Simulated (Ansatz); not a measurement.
TiC:

```
CELL_PARAMETERS angstrom
0.00000 2.16572 2.16572
2.16572 0.00000 2.16572
2.16572 2.16572 0.00000
ATOMIC_POSITIONS crystal
Ti 0.00000 0.00000 0.00000
C 0.50000 0.50000 0.50000
```

The cell is a database's computed one.

```yaml
Program: Ansatz 0.2.0
Task: relaxation of cell and atoms
Functional: PBEsol
Dispersion: D3(BJ)
Potentials_or_basis: Ansatz PAW
Cutoff: "420 eV (not typed: the program's choice for these potentials)"
k_mesh: 11 × 11 × 11
Occupations: fermi-dirac, width 0.05 eV
Spin: no spin polarisation
```

At the start: volume 10.16 Å³/atom.

Task: Where does the relaxation end?

Result: It ends after 7 steps and the volume is 9.64 Å³/atom (-5.1 %); space group Fm-3m (No. 225, to 0.05 Å).

The path:
```tsv
step	energy change (eV)	largest force (eV/Å)	volume (Å³)
1	0.0000	0.0000	20.32
2	-0.0454	0.0000	19.39
3	-0.0460	0.0000	19.28
4	-0.0460	0.0000	19.29
5	-0.0447	0.0000	19.29
6	-0.0447	0.0000	19.28
7	-0.0447	0.0000	19.28
```

Final structure:
```cif
data_structure
_symmetry_space_group_name_H-M 'P 1'
_symmetry_Int_Tables_number 1
_cell_length_a 3.0100
_cell_length_b 3.0100
_cell_length_c 3.0100
_cell_angle_alpha 60.000
_cell_angle_beta 60.000
_cell_angle_gamma 60.000
_cell_volume 19.28
loop_
_atom_site_label
_atom_site_type_symbol
_atom_site_fract_x
_atom_site_fract_y
_atom_site_fract_z
_atom_site_occupancy
Ti1 Ti 0.00000 0.00000 0.00000 1
C1 C 0.50000 0.50000 0.50000 1
```

Caveat: the plane-wave basis is chosen anew once the cell has moved, so the energies of steps on either side of that aren't comparable; pairwise dispersion overbinds metals, which lowers pressure and volume; the PAW data sets come from PBE, with cores solved anew for the run's functional, which leaves a small shift of forces and pressure.
